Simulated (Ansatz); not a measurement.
# Niobium (hcp) across density functionals

All rows: Ansatz, plane waves with scalar-relativistic PAW, 420 eV (500 eV for the SCAN forms), relaxed under each functional, no dispersion correction, no zero-point motion. B₀ comes from uniform scaling at fixed shape; a dash is a value not given.

```csv
functional,V (Å³/atom),cell,B₀ (GPa),magnetic state,ΔE to bcc (meV/atom)
PBE,18.70,"a = 2.870 Å, c = 5.242 Å (c/a = 1.826)",162,spin not included,295
r²SCAN,18.59,"a = 2.861 Å, c = 5.244 Å (c/a = 1.833)",166,spin not included,310
PBEsol,18.06,"a = 2.836 Å, c = 5.186 Å (c/a = 1.829)",173,spin not included,312
LDA,17.66,"a = 2.812 Å, c = 5.161 Å (c/a = 1.835)",182,spin not included,320
revPBE,18.93,"a = 2.882 Å, c = 5.264 Å (c/a = 1.826)",156,spin not included,290
RPBE,19.03,"a = 2.887 Å, c = 5.271 Å (c/a = 1.826)",154,spin not included,287
BLYP,19.44,"a = 2.896 Å, c = 5.355 Å (c/a = 1.849)",148,spin not included,266
```

LDA gives the smallest volume and BLYP the largest.
